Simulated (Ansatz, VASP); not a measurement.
## Al64CN63 (C_N) in two plane-wave programs

One calculation is typed for both programs; each brings its own data sets. How far apart do they land? The cell is taken from a series of runs on this material, whose earlier steps may have relaxed, scaled, displaced or heated it; both programs get it as it stands.

Program: Ansatz 0.2.0. Level of theory: plane waves, with VASP 6.6.1 beside it; single point at HSE06. Results are calculated unless marked as measured.

## (1) Set-up

The cell holds 128 atoms: 64 Al, 63 N and 1 C. Cell: a = 14.686 Å, b = 14.686 Å, c = 11.753 Å, α = 125.1°, β = 125.1°, γ = 94.5°. It derives from AlN (AlN (P6_3mc)). Nearest the centre at fractional (0.554, 0.637, 0.750): C128 at 0.03 Å, Al27 at 1.88 Å, Al31 at 1.90 Å, Al54 at 1.90 Å, Al61 at 1.90 Å, Al58 at 3.01 Å, N80 at 3.11 Å, N117 at 3.11 Å. The cell carries charge −1.

## (2) VASP: single point, HSE06

A single point gives forces, pressure and levels at one fixed geometry, so differences don't come from the geometry; what else differs is listed under the comparison.

Lines of VASP's logs that name or quote its potential files are left out, and so is its time.

The run reads the wave functions of an earlier VASP run, which isn't shown here.

File INCAR:

```
SYSTEM = Al64CN63
PREC = Accurate
ENCUT = 520
EDIFF = 1E-06
NELM = 100
ISMEAR = 0
SIGMA = 0.01
LREAL = Auto
ALGO = Normal
LHFCALC = .TRUE.
AEXX = 0.25
GGA = PE
HFSCREEN = 0.208
LASPH = .TRUE.
NELECT = 512
NBANDS = 345
PRECFOCK = Fast
LORBIT = 11
LWAVE = .FALSE.
LCHARG = .FALSE.
ISIF = 2
```

File POSCAR:

```
Al64CN63
1.0
   -9.3408219911      5.3929259761      9.9673533283
    9.3408219911     -5.3929259761      9.9673533283
    3.1136072640      5.3929260910     -9.9673533283
Al N C
64 63 1
Direct
    0.2079935645      0.0415926713      0.0003692998
    0.2084288036      0.2923682152      0.2513293175
[... 3 atom lines left out ...]
    0.1656017031      0.3324293135      0.9989809898
[... 1 atom line left out ...]
    0.4165918114      0.3339981952      0.2522456038
[... 3 atom lines left out ...]
    0.4590924514      0.2928141262      0.5017739360
[... 1 atom line left out ...]
    0.1660679545      0.3326991432      0.5001852586
[... 1 atom line left out ...]
    0.4159079992      0.3324053573      0.7501291257
[... 2 atom lines left out ...]
    0.4576009007      0.5409836213      0.2492464458
    0.4590140817      0.7912513655      0.0000673586
    0.1658177608      0.5829230966      0.2493093567
[... 1 atom line left out ...]
    0.4160041239      0.5826763813      0.0001183496
[... 1 atom line left out ...]
    0.2090517637      0.5412696936      0.5000900310
[... 1 atom line left out ...]
    0.4592294973      0.5424755987      0.7500705147
    0.4577391525      0.7913791221      0.4993208541
[... 2 atom lines left out ...]
    0.4163921308      0.5831284367      0.4994514172
    0.4170008503      0.8321209966      0.7501091659
    0.7085342102      0.0421777897      0.0008737453
[... 1 atom line left out ...]
    0.9584388411      0.0418053366      0.2508865854
[... 10 atom lines left out ...]
    0.6667881401      0.3328713264      0.4998417617
[... 2 atom lines left out ...]
    0.7073244277      0.5410831952      0.9982472746
    0.7071326926      0.7911030229      0.2487846954
[... 1 atom line left out ...]
    0.9587926914      0.7916497898      0.0003792390
[... 1 atom line left out ...]
    0.6670460296      0.8338632262      0.0008220168
[... 1 atom line left out ...]
    0.9143982794      0.8318442280      0.2478879654
    0.7084296630      0.5413077947      0.4996609471
    0.7045977149      0.7879594622      0.7500810489
[... 2 atom lines left out ...]
    0.6671246203      0.5833724566      0.7500567867
[... 6 atom lines left out ...]
    0.3004153627      0.3845704366      0.2449601634
[... 2 atom lines left out ...]
    0.2624317707      0.1788615810      0.2507145570
[... 8 atom lines left out ...]
    0.2592015616      0.4263753193      0.4983958135
[... 5 atom lines left out ...]
    0.0115280316      0.9279877605      0.2497027740
[... 4 atom lines left out ...]
    0.3008296709      0.6365301773      0.4967908993
[... 3 atom lines left out ...]
    0.2621892178      0.6784030769      0.7500251167
[... 6 atom lines left out ...]
    0.5117866868      0.4283040453      0.2502892446
[... 3 atom lines left out ...]
    0.5543092818      0.3848375244      0.4986280575
[... 3 atom lines left out ...]
    0.5108440496      0.4259822266      0.7499309265
[... 3 atom lines left out ...]
    0.5541487043      0.8899182853      0.0035206012
    0.8058179185      0.6363655333      0.0016365027
    0.8055773162      0.8898112751      0.2553687065
    0.5107923989      0.6779903649      0.0016336889
[... 1 atom line left out ...]
    0.7616535768      0.6781557312      0.2492117166
    0.7649165060      0.9330533031      0.0047403747
[... 3 atom lines left out ...]
    0.5101934131      0.6783368417      0.4953298513
    0.5121076299      0.9285150173      0.7501003436
    0.7652168448      0.6784369232      0.7499766412
[... 1 atom line left out ...]
    0.5550292955      0.6383986693      0.7501857023
```

File KPOINTS:

```
Automatic mesh
0
Gamma
1 1 1
0 0 0
```

The projector-augmented-wave data sets are Al, N and C (PBE family, release 64).

The run is started by

```
$ export OMP_NUM_THREADS=5
$ mpirun -np 1 vasp_gam
```

Numbers of over 12 decimals in the logs are rounded to 6 here.

Output:

```text
[banner, memory and clock lines left out]
running    1 mpi-ranks, on    1 nodes
[...]
Offloading initialized ...    1 GPUs detected
[...]
LDA part: xc-table for (Slater+PW92), standard interpolation
 found WAVECAR, reading the header
 POSCAR, INCAR and KPOINTS ok, starting setup
[...]
reading WAVECAR
 the WAVECAR file was read successfully
 initial charge from wavefunction
 entering main loop
       N       E                     dE             d eps       ncg     rms          rms(c)
DAV:   1    -0.110415549794E+04   -0.11042E+04   -0.30788E+01   836   0.876E+00    0.650E+01
DAV:   2    -0.110439175329E+04   -0.23626E+00   -0.92843E-01   804   0.181E+00    0.471E+01
DAV:   3    -0.110435815055E+04    0.33603E-01   -0.18309E-02   828   0.253E-01    0.293E+01
DAV:   4    -0.110434435817E+04    0.13792E-01   -0.61056E-03   796   0.117E-01    0.174E+01
[...]
DAV:   9    -0.110433795260E+04    0.43618E-04   -0.17647E-05   804   0.831E-03    0.112E+00
DAV:  10    -0.110433794310E+04    0.95052E-05   -0.62600E-06   796   0.505E-03    0.640E-01
DAV:  11    -0.110433794217E+04    0.92524E-06   -0.18360E-06   500   0.304E-03
   1 F= -.11043379E+04 E0= -.11043379E+04  d E =-.958629E-29
```

OUTCAR, selected parts (step 2):

```text
  FREE ENERGIE OF THE ION-ELECTRON SYSTEM (eV)
  ---------------------------------------------------
  free  energy   TOTEN  =     -1104.3379421718 eV

  energy  without entropy=    -1104.3379421718  energy(sigma->0) =    -1104.33794217
```

The run ends at a pressure of -0.18 GPa, with forces up to 0.078 eV/Å.

## (3) Ansatz: single point, HSE06

Ansatz runs on its PAW soft_1 files.

The same cell, functional and mesh now go to Ansatz.

File input.yaml:

```yaml
crystal:
  checkpoint: "../qm1.relax.run"
  host: checkpoint
total_charge: -1
basis:
  ecutwfc: 420
  xc_grid: 2
hamiltonian:
  xc: hse06
  pseudopotentials: { kind: paw, azcp: { folder: soft_1 } }
kpoints:
  mp_grid: { grid: [1, 1, 1] }
scf:
  occupations: { method: fixed }
  max_iter: 100
output:
  forces: true
  charged_corrections:
    epsilon: [4.49, 4.49, 4.72]
    static_epsilon: [8.15, 8.15, 9.65]
    defect_position: [0.553575, 0.636908, 0.75]
  eigenvalues: true
  eigenstates: { localisation: true }
  populations: true
checkpoint:
  read: "../qm1.relax.run"
  write: "../qm1.hyb.run"
  compress: false
  write_wavefunctions: false
  write_every: 100000
```

The run is started by

```
$ ansatz run input.yaml --threads 8 --pin off --max-ram 18841MiB --backend cpu --events-out ev --progress --plain --runs-dir out
```

Output:

```text
Warning: checkpoint.read: hamiltonian.xc differs: saved pbesol, current hse06; the SCF iterates under this deck's functional from the saved state
crystal.checkpoint: the structure is that of <dir>, a `relax` run, at its step 4: its result, under pbesol at a charge of -1 e; 128 atoms read, 0 with a starting moment; this deck's functional is hse06; crystal.structure_sha256 for this input is
exact exchange: scf.exx.singularity resolves to wigner_seitz, which cuts the screened interaction at the faces of the exchange supercell's Wigner-Seitz cell, so that each pair interacts once, at the shortest of its separations (the periodic images that this leaves out come, for a point-like exchange hole, to about 0.001 eV on a filled level). The cut falls within the interaction's reach, and what an exchange supercel [...]
Engine: ansatz 0.2.0, aarch64-unknown-linux-gnu
Pseudopotentials: kind: paw
Pseudopotential: Al, paw, valence charge 3, recommended cutoff 420 eV (normal), soft_1/Al.paw.azcp
Pseudopotential: N, paw, valence charge 5, recommended cutoff 420 eV (normal), soft_1/N.paw.azcp
Pseudopotential: C, paw, valence charge 4, recommended cutoff 420 eV (normal), soft_1/C.paw.azcp
Functional definition: HSE06
  parameter a = 0.25
  parameter omega = 0.11/bohr
  exchange = pbe_x - a*pbe_x_sr(omega) + a*exact_x_sr(omega)
  correlation = pbe_c
davidson cushion auto → on  (no smearing: the cushion is to keep the highest requested band from converging to the state above it; pin scf.eigensolver.cushion to override)
Crystal: 128 atoms, lattice volume = 1338.931 Å³
Basis set: ecut = 420 eV, 26161 PW (Γ), exchange–correlation on 200×200×160 points (8 copies of the dense FFT grid, shifted against one another)
Bands: 384, of which v1, the nominal top of the filled ones, is band 256 counted from 1 (255 counted from 0)
Symmetry: 1 space group operations
Space group: P1 (ITA 1), of the structure as read, at distance tolerance 1.1e-4 Å
k-points: 1
Non-local potential: Al, projectors of the file, l = 0: 2, l = 1: 2, l = 2: 1
Non-local potential: N, projectors of the file, l = 0: 2, l = 1: 2, l = 2: 1
Non-local potential: C, projectors of the file, l = 0: 2, l = 1: 2, l = 2: 1
PAW form: soft (Blöchl's): semilocal exchange-correlation on the pseudo side does not see the compensation charge
PAW frozen core: Al, regenerated for the run's functional, and the local potential with it (the file was generated under x = pbe(κ = 0.804, μ = 0.219515), c = pbe(β = 0.066725))
PAW frozen core: N, regenerated for the run's functional, and the local potential with it (the file was generated under x = pbe(κ = 0.804, μ = 0.219515), c = pbe(β = 0.066725))
PAW frozen core: C, regenerated for the run's functional, and the local potential with it (the file was generated under x = pbe(κ = 0.804, μ = 0.219515), c = pbe(β = 0.066725))
PAW one-centre angular grid: Al, 110 points (default); XC on 64 Gauss nodes
PAW one-centre angular grid: N, 110 points (default); XC on 64 Gauss nodes
PAW one-centre angular grid: C, 110 points (default); XC on 64 Gauss nodes
Initial density: read from a saved state, or passed on in memory by an earlier SCF of this step, an earlier step, the calling program or the single point that the run made first
Initial wavefunctions: pseudopotential atomic-orbital guess
Functional: x = pbe(κ = 0.804, μ = 0.219515), c = pbe(β = 0.066725), warm-up for x = pbe(κ = 0.804, μ = 0.219515) + 0.25 (exact − pbe) at short range (hse, ω = 0.207870 Å⁻¹), c = pbe(β = 0.066725); HSE06 as pw.x's `hse` composes it (authors' and Libxc's form: `xc: wpbeh`)
iter 1 solved again at ethr=3.58e-4 eV; its pass at ethr=1.00e-1 eV (dr2=1.83e0 eV) is discarded
SCF iter   1: F=—  HF=-59005.681656 eV  |F-HF|=—  |Δ(HF+E_count)|=         —  Δρ=1.11e-2  dr2=1.75e0  ethr=3.58e-4  ⟨swp⟩=6.0  Hψ=2845  notcnv=0
preconditioner: auto → none  [insulator: Δε(μ)=3.484 eV  Ē_g=13.161 eV  n_scr=288 (ndim 8)  ℏωp=23.0 eV  f_vac=0.000]
[...]
atom 101  Al     0.02827362    -0.01190779    -0.01272584
  atom 102  Al    -0.00305409    -0.02610556    -0.02645130
  atom 103  Al     0.04112900    -0.01705028    -0.02328669
  atom 104  Al     0.02673604    -0.00769689    -0.01113988
  atom 105  N     -0.04727244     0.01674103     0.01008312
  atom 106  N     -0.00468571     0.02972101     0.01324371
  atom 107  N     -0.06682295     0.03884767     0.01047439
  atom 108  N     -0.03823826     0.04268200     0.01363124
  atom 109  N      0.07046513    -0.00348993     0.00005735
  atom 110  N      0.05524093    -0.02316521     0.01029327
  atom 111  N      0.03982425    -0.00211868     0.00402163
  atom 112  N      0.06360474    -0.01015600     0.02771306
  atom 113  Al     0.00044923     0.01641804    -0.01956880
  atom 114  Al    -0.02469696     0.00905185    -0.02052188
  atom 115  Al    -0.02185510     0.00989237    -0.01294223
  atom 116  Al    -0.01940154     0.00288766    -0.01445055
  atom 117  Al     0.04748480    -0.02243313    -0.03047482
  atom 118  Al     0.01930490    -0.00778098    -0.01301260
  atom 119  Al     0.02672885    -0.01249421    -0.01262086
  atom 120  Al     0.02886298    -0.01561578    -0.01601672
  atom 121  C     -0.04567800     0.02381967     0.04106737
  atom 122  N     -0.03980689     0.01932134     0.01253962
  atom 123  N     -0.05392761     0.02376853     0.01103365
  atom 124  N     -0.04914847     0.02704524     0.04363916
  atom 125  N      0.04404495    -0.03833256     0.02917723
  atom 126  N      0.04974335    -0.02783788     0.01894923
  atom 127  N      0.03054904    -0.00911704     0.02380250
  atom 128  N      0.05738591    -0.01889066     0.01336511
  max |Σ_I F_I| component: 1.72e-4 eV/Å
--- Charged-cell corrections in eV (Makov–Payne, q = -1.000 e, ε = [4.490, 4.490, 4.720] of the electrons, [8.150, 8.150, 9.650] with the ions) ---
  F (periodic)     = -59035.487185  (uncorrected; the corrections below are reported, never added to it)
  E_corr1          = +0.412309  (monopole, q²α_M/2ε̄L, of the cell on which ε is isotropic)
  F Makov-Payne    = n/a  (the rows are of the electrons' constant alone; ansatz place-levels tells what screens the charge)
  no potential alignment in this run, which stands beside a crystal: run the host's input off ansatz write-host-input, and read the two finished runs by ansatz place-levels (neither reads a slab, a wire or a sheet, whose cell leaves a vacuum)
--- Band table (eV) ---
  k-point 0: bands = [... 252 lower, 6.1333, 7.0574, 7.0734, 7.1405, 11.8014, 12.8323, 12.8361, 12.8453, ... 124 higher]
--- Löwdin populations: 128 sites ---
  site symbol       q [e]
     0     Al      1.8855
     1     Al      1.8832
     2     Al      1.8842
     3     Al      1.8856
     4     Al      1.8847
     5     Al      1.8862
     6     Al      1.8839
     7     Al      1.8802
     8      N      6.0575
     9      N      6.0554
    10      N      6.0544
    11      N      6.0557
    12      N      6.0535
    13      N      6.0552
    14      N      6.0542
    15      N      6.0564
    16     Al      1.8856
    17     Al      1.8867
    18     Al      1.8854
    19     Al      1.8832
    20     Al      1.8850
    21     Al      1.8861
    22     Al      1.8850
    23     Al      1.8865
[...]
120      C      5.2979
   121      N      6.0567
   122      N      6.0563
   123      N      6.0512
   124      N      6.0582
   125      N      6.0541
   126      N      6.0582
   127      N      6.0535
  spilling = 0.008475 (of n_electrons = 512.000000)
```

## (4) Side by side

Known differences besides the potentials themselves: exact exchange at q = 0 is treated differently, which shows on coarse meshes; VASP keeps PBE cores, Ansatz makes them for the functional; fixed occupations in Ansatz, narrow Gaussian smearing in VASP; the cutoff is 420 eV in Ansatz and 520 eV in VASP (PREC = Accurate, projectors in real space); VASP takes a coarser grid for exact exchange (PRECFOCK = Fast). Total energies have different zeros and are not compared.

The two programs side by side:

```csv
quantity,Ansatz,VASP,difference
gap on the k mesh (eV),4.661,4.665,-0.004
```

Forces on 10 of the 128 atoms, those with the largest forces and the largest differences (eV/Å; atoms numbered as in POSCAR):

```csv
atom,"Ansatz x, y, z","VASP x, y, z"
Al27,"-0.024, 0.011, 0.013","-0.024, 0.011, 0.023"
Al58,"-0.025, 0.009, -0.021","-0.024, 0.008, -0.013"
Al61,"0.047, -0.022, -0.030","0.053, -0.027, -0.031"
N80,"0.044, -0.051, -0.003","0.045, -0.051, -0.006"
N106,"-0.072, 0.027, 0.013","-0.072, 0.027, 0.011"
N115,"-0.067, 0.039, 0.010","-0.067, 0.039, 0.008"
N117,"0.070, -0.003, 0.000","0.071, -0.003, -0.003"
N120,"0.064, -0.010, 0.028","0.062, -0.011, 0.023"
N123,"-0.049, 0.027, 0.044","-0.049, 0.027, 0.043"
C128,"-0.046, 0.024, 0.041","-0.042, 0.021, 0.035"
```

The forces differ by 1.8 meV/Å r.m.s., which is 7.5 % of the r.m.s. force of 0.024 eV/Å (both taken over all components). A gap on the mesh is an upper bound, since the band edges may lie between its points. The cell carries a charge of -1 e against a uniform background, so its pressure also hangs on how the neutralising background is counted, and in a defect's cell a gap may be the spacing between its levels.

## (5) Summary of results

| Quantity | Value |
| --- | --- |
| difference in gap on the k mesh (single point, HSE06) | -0.0042 eV |

**Reading.** The difference in gap on the k mesh is -0.0042 eV (single point, HSE06), within the 0.08 eV picked in this series as the mark of a large difference. How closely two codes agree says nothing of how well the functional describes the real material.

[Lines on the potential files, build, host, timing and source positions are cut from VASP's logs without a mark.]

[Logs are printed without paths, hosts, clocks, repeated set-up lines and the standing remarks that a program may print on its own settings, such as how far it seeks lower states.]

[Hosts, paths, dates, database ids (printed as entryN), source tags and the programs' standing remarks are cut or masked in the printed files.]
